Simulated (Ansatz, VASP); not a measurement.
# Ir in VASP and in Ansatz

```
CELL_PARAMETERS angstrom
0.00000 1.93241 1.93241
1.93241 0.00000 1.93241
1.93241 1.93241 0.00000
ATOMIC_POSITIONS crystal
Ir 0.00000 0.00000 0.00000
```

Change from the starting cell: volume scaled by 1.02, crystal datasets.

Alike in both runs: task electric field gradients; functional PBEsol; k mesh 15 × 15 × 15; occupations fermi-dirac, width 0.05 eV; no spin polarisation.

|  | VASP | Ansatz |
| --- | --- | --- |
| version | VASP 6.6.1 | Ansatz 0.2.0 |
| potentials or method | VASP PAW PBE potentials, release 64 (Ir), cutoff 520 eV | all-electron PAW with datasets made for the crystal, scalar-relativistic |

Ansatz gave:

- pressure (GPa): -9.8
- Vzz of the field gradient on the site that differs most (V/Å²): 0.0

Problem. Which values does VASP return?

Solution. Pressure (GPa): -9.0; Vzz of the field gradient on the site that differs most (V/Å²): 0.0.

Ansatz ran all-electron here, so the differences hold the error of VASP's frozen core and of both bases. Ansatz warned: «gradients_without_spin_orbit».

Caveats: the PAW data sets were made with another functional, which shifts forces and pressure a little (VASP). The runs have no spin-orbit coupling, so splittings on Ir are missing.
